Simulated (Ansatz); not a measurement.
# Cobalt, hcp under LDA: convergence with the Methfessel-Paxton smearing, part 1 of 2

How small must the Methfessel-Paxton smearing width be for energy and pressure and moments to settle? The geometry was relaxed under LDA beforehand and stays fixed; 7 values are run, from 0.01 to 1.0 eV. Wanted are the values from which on the energy stays within 10 and 1 meV/atom, and the pressure within 0.5 GPa, of the narrowest run. Within the series other settings stay, but some runs also write fields, which adds to their time. The moments start as that relaxation left them.

Method: DFT LDA, plane waves with PAW, scalar-relativistic, in Ansatz 0.2.0.

### 1 The system as given

Symmetry: P6_3/mmc, No. 194, hexagonal system. The conventional cell has a = 2.427 Å, b = 2.427 Å, c = 3.923 Å, α = 90.00°, β = 90.00°, γ = 120.00°. Around Co (site symmetry -6m2) lie 12 Co at 2.41 to 2.43 Å.

As a file:

```cif
data_structure
_symmetry_space_group_name_H-M 'P 1'
_symmetry_Int_Tables_number 1
_cell_length_a 2.4274
_cell_length_b 2.4274
_cell_length_c 3.9230
_cell_angle_alpha 90.000
_cell_angle_beta 90.000
_cell_angle_gamma 120.000
_cell_volume 20.02
loop_
_atom_site_label
_atom_site_type_symbol
_atom_site_fract_x
_atom_site_fract_y
_atom_site_fract_z
_atom_site_occupancy
Co1 Co 0.33333 0.66667 0.25000 1
Co2 Co 0.66667 0.33333 0.75000 1
```

The atoms start with moments of +1.56 ×2 μB.

### 2 With a width of 0.01 eV

The run at 0.01 eV.

Input file input.yaml:

```yaml
crystal:
  lattice:
    - [2.4273810165, 0.0, 0.0]
    - [-1.2136905082, 2.102173625, 0.0]
    - [0.0, 0.0, 3.9230481332]
  atoms:
    - { symbol: Co, position: [0.3333333333, 0.6666666667, 0.25], spin: 1.558 }
    - { symbol: Co, position: [0.6666666667, 0.3333333333, 0.75], spin: 1.558 }
hamiltonian:
  xc: lda
  pseudopotentials:
    kind: paw
    azcp:
      Co: "pseudopotentials/Co.paw.azcp"
basis:
  ecutwfc: 420
  fft_grid_basis: typed
kpoints:
  mp_grid: { grid: [15, 15, 8], shift: [0, 0, 0] }
magnetization:
  spin_polarized: true
scf:
  occupations: { method: methfessel_paxton, width: 0.01 }
  lower_state_search: "off"
output:
  stress: true
  write_density: true
  write_potential: true
  elf: true
  volumetric_format: npy
```

Run with:

```bash
$ ansatz run input.yaml --threads 2 --pin off --max-ram 5120MiB --backend cpu --events-out ev --progress --plain --runs-dir out
```

Log, cut to the lines that bear on the results:

```text
Warning: <dir> the record states the generating functional pbe (its physics header spells it `PBE`), which answers neither for hamiltonian.xc's functional nor for the lda family's — results may be inconsistent (PPs are generated against a specific XC)
Warning: RAYON_NUM_THREADS=2 ignored (pool sized by the plan → 2); use --threads N
[...]
Pseudopotentials: kind: paw
Pseudopotential: Co, paw, valence charge 17, recommended cutoff 420 eV (normal), <dir>
Functional definition: SPW92
[...]
Crystal: 2 atoms, lattice volume = 20.018 Å³
Basis set: ecut = 420 eV, 391 PW (Γ)
Bands: 23, of which v1, the nominal top of the filled ones, is band 17 counted from 1 (16 counted from 0)
Symmetry: 24 space group operations
Space group: P63/mmc (ITA 194), of the structure as read, at distance tolerance 2.7e-5 Å
Magnetic group: BNS 194.263 (UNI 1493), of the structure as read, at distance tolerance 2.7e-5 Å
k-points: 135 of 1800
[...]
Starting moments: Σ|m| = 3.116 μB on 2 of 2 sites
[...]
SCF iter   1: F=—  HF=-10125.579369 eV  |F-HF|=—  |Δ(HF+E_count)|=         —  Δρ=7.32e-2 (↑1.73e-2 ↓7.32e-2)  dr2=6.82e-1  dr2_m=2.12e-1  M=2.924 μB ∫|m|=2.981 μB  β_m=1.00  ethr=2.00e-3  ⟨swp⟩=1.0  Hψ=32133  notcnv=0
[...]
spin-set hold released at iteration 6 (site moments contracting): the magnetisation degrees of freedom join the quasi-Newton model from the next iteration; the mixer history was flushed
[...]
SCF iter  17: F=-10125.533786 eV  HF=-10125.533786 eV  |F-HF|=3.78e-10  |Δ(HF+E_count)|=   4.81e-8  S|Δr|=    0.00e0  Δρ=5.83e-6 (↑5.83e-6 ↓4.52e-6)  dr2=2.08e-10  dr2_m=4.88e-9  M=3.083 μB ∫|m|=3.272 μB  ethr=3.19e-11  ⟨swp⟩=7.4  Hψ=33924  notcnv=0
[...]
this state was not tested for a lower state beside it, because cold or Methfessel-Paxton smearing, or corrected tetrahedra, fill the levels in a way that the test cannot read (fill_not_monotonic; see scf.lower_state_search)
SCF converged after 17 iterations
Magnetization: 3.0828 μB (18.5414 up, 15.4586 down)
Absolute magnetization: 3.2726 μB (∫|ρ↑−ρ↓|, with the PAW one-centre terms)
Spin contamination: 0.0312 ħ² per cell (⟨S²⟩ above its minimum at these occupations)
Per-site moments (μB) at R_I (Å): [(1.5853474629354554, 0.9944275849165145), (1.585347462935455, 0.9944275849165145)]
Free energy (F): -10125.533786 eV
[...]
E sigma→0 (E₀):  -10125.533782 eV
Entropy (-TS):   -0.000015 eV (-0.007 meV/atom)
Fermi energy:    20.117890 eV
[...]
--- Stress (GPa, compression-positive) ---
        0.786114       0.000000       0.000000
        0.000000       0.786114       0.000000
        0.000000       0.000000      -0.129236
  P = ⅓ Tr σ = 0.4810 GPa (4.810 kbar)
--- Band table (eV; the first three rows and the last of 270) ---
  k-point 0 ↑: bands = ["-75.1103", "-75.0257", "-38.9682", "-38.5787", "-38.5787", "-38.5150", "-38.5141", "-38.5141", "10.5892", "14.5526", "17.4427", "17.4700", "17.4700", "17.8373", "17.8373", "18.2429", "18.2429", "19.5245", "19.5245", "19.8945", "27.1986", "42.5485", "45.6292"]
[...]
```

Wall time 8.4 s (2 threads of Arm Neoverse V1, shared host); peak memory 0.34 GiB.

### 3 With a width of 0.03 eV

The run at 0.03 eV.

Changes to input.yaml since step 2:

```diff
@@ -22,3 +22,3 @@
 scf:
-  occupations: { method: methfessel_paxton, width: 0.01 }
+  occupations: { method: methfessel_paxton, width: 0.03 }
   lower_state_search: "off"
@@ -26,5 +26 @@
   stress: true
-  write_density: true
-  write_potential: true
-  elf: true
-  volumetric_format: npy
```

Run with:

```bash
$ ansatz run input.yaml --threads 2 --pin off --max-ram 5120MiB --backend cpu --events-out ev --progress --plain --runs-dir out
```

Log, cut to the lines that bear on the results:

```text
Warning: <dir> the record states the generating functional pbe (its physics header spells it `PBE`), which answers neither for hamiltonian.xc's functional nor for the lda family's — results may be inconsistent (PPs are generated against a specific XC)
Warning: RAYON_NUM_THREADS=2 ignored (pool sized by the plan → 2); use --threads N
[...]
Pseudopotentials: kind: paw
Pseudopotential: Co, paw, valence charge 17, recommended cutoff 420 eV (normal), <dir>
Functional definition: SPW92
[...]
Crystal: 2 atoms, lattice volume = 20.018 Å³
Basis set: ecut = 420 eV, 391 PW (Γ)
Bands: 23, of which v1, the nominal top of the filled ones, is band 17 counted from 1 (16 counted from 0)
Symmetry: 24 space group operations
Space group: P63/mmc (ITA 194), of the structure as read, at distance tolerance 2.7e-5 Å
Magnetic group: BNS 194.263 (UNI 1493), of the structure as read, at distance tolerance 2.7e-5 Å
k-points: 135 of 1800
[...]
Starting moments: Σ|m| = 3.116 μB on 2 of 2 sites
[...]
SCF iter  16: F=-10125.533807 eV  HF=-10125.533807 eV  |F-HF|=7.46e-11  |Δ(HF+E_count)|=   2.77e-8  S|Δr|=    0.00e0  Δρ=3.42e-6 (↑3.42e-6 ↓2.65e-6)  dr2=2.01e-10  dr2_m=1.54e-9  M=3.081 μB ∫|m|=3.270 μB  ethr=1.00e-12  ⟨swp⟩=1.0  Hψ=19035  notcnv=0
[...]
this state was not tested for a lower state beside it, because cold or Methfessel-Paxton smearing, or corrected tetrahedra, fill the levels in a way that the test cannot read (fill_not_monotonic; see scf.lower_state_search)
SCF converged after 16 iterations
Magnetization: 3.0808 μB (18.5404 up, 15.4596 down)
Absolute magnetization: 3.2712 μB (∫|ρ↑−ρ↓|, with the PAW one-centre terms)
Spin contamination: 0.0312 ħ² per cell (⟨S²⟩ above its minimum at these occupations)
Per-site moments (μB) at R_I (Å): [(1.5845083422212387, 0.9944275849165145), (1.5845083422212383, 0.9944275849165145)]
Free energy (F): -10125.533807 eV
[...]
E sigma→0 (E₀):  -10125.533808 eV
Entropy (-TS):   0.000003 eV (0.001 meV/atom)
Fermi energy:    20.117504 eV
[...]
--- Stress (GPa, compression-positive) ---
        0.818880       0.000000       0.000000
        0.000000       0.818880       0.000000
        0.000000       0.000000      -0.240987
  P = ⅓ Tr σ = 0.4656 GPa (4.656 kbar)
```

Wall time 6.2 s (2 threads of Arm Neoverse V1, shared host); peak memory 0.34 GiB.

### 4 With a width of 0.1 eV

The run at 0.1 eV.

Changes to input.yaml since step 3:

```diff
@@ -22,3 +22,3 @@
 scf:
-  occupations: { method: methfessel_paxton, width: 0.03 }
+  occupations: { method: methfessel_paxton, width: 0.1 }
   lower_state_search: "off"
```

Run with:

```bash
$ ansatz run input.yaml --threads 2 --pin off --max-ram 5120MiB --backend cpu --events-out ev --progress --plain --runs-dir out
```

Log, cut to the lines that bear on the results:

```text
Warning: <dir> the record states the generating functional pbe (its physics header spells it `PBE`), which answers neither for hamiltonian.xc's functional nor for the lda family's — results may be inconsistent (PPs are generated against a specific XC)
Warning: RAYON_NUM_THREADS=2 ignored (pool sized by the plan → 2); use --threads N
[...]
Pseudopotentials: kind: paw
Pseudopotential: Co, paw, valence charge 17, recommended cutoff 420 eV (normal), <dir>
Functional definition: SPW92
[...]
Crystal: 2 atoms, lattice volume = 20.018 Å³
Basis set: ecut = 420 eV, 391 PW (Γ)
Bands: 23, of which v1, the nominal top of the filled ones, is band 17 counted from 1 (16 counted from 0)
Symmetry: 24 space group operations
Space group: P63/mmc (ITA 194), of the structure as read, at distance tolerance 2.7e-5 Å
Magnetic group: BNS 194.263 (UNI 1493), of the structure as read, at distance tolerance 2.7e-5 Å
k-points: 135 of 1800
[...]
Starting moments: Σ|m| = 3.116 μB on 2 of 2 sites
[...]
SCF iter  13: F=-10125.533607 eV  HF=-10125.533607 eV  |F-HF|=4.66e-10  |Δ(HF+E_count)|=   2.06e-8  S|Δr|=    0.00e0  Δρ=2.08e-6 (↑1.09e-6 ↓2.08e-6)  dr2=5.12e-10  dr2_m=1.99e-10  M=3.058 μB ∫|m|=3.247 μB  ethr=7.72e-12  ⟨swp⟩=1.2  Hψ=17807  notcnv=0
[...]
this state was not tested for a lower state beside it, because cold or Methfessel-Paxton smearing, or corrected tetrahedra, fill the levels in a way that the test cannot read (fill_not_monotonic; see scf.lower_state_search)
SCF converged after 13 iterations
Magnetization: 3.0583 μB (18.5292 up, 15.4708 down)
Absolute magnetization: 3.2476 μB (∫|ρ↑−ρ↓|, with the PAW one-centre terms)
Spin contamination: 0.0308 ħ² per cell (⟨S²⟩ above its minimum at these occupations)
Per-site moments (μB) at R_I (Å): [(1.5730214670527527, 0.9944275849165145), (1.5730214670527531, 0.9944275849165145)]
Free energy (F): -10125.533607 eV
[...]
E sigma→0 (E₀):  -10125.533738 eV
Entropy (-TS):   0.000525 eV (0.263 meV/atom)
Fermi energy:    20.112162 eV
[...]
--- Stress (GPa, compression-positive) ---
        0.608453       0.000000       0.000000
        0.000000       0.608453       0.000000
        0.000000       0.000000      -0.464759
  P = ⅓ Tr σ = 0.2507 GPa (2.507 kbar)
```

Run time: 5.3 s. Hardware: 2 threads of Arm Neoverse V1, shared host; peak memory 0.34 GiB.

(Continued in part 2 of 2.)
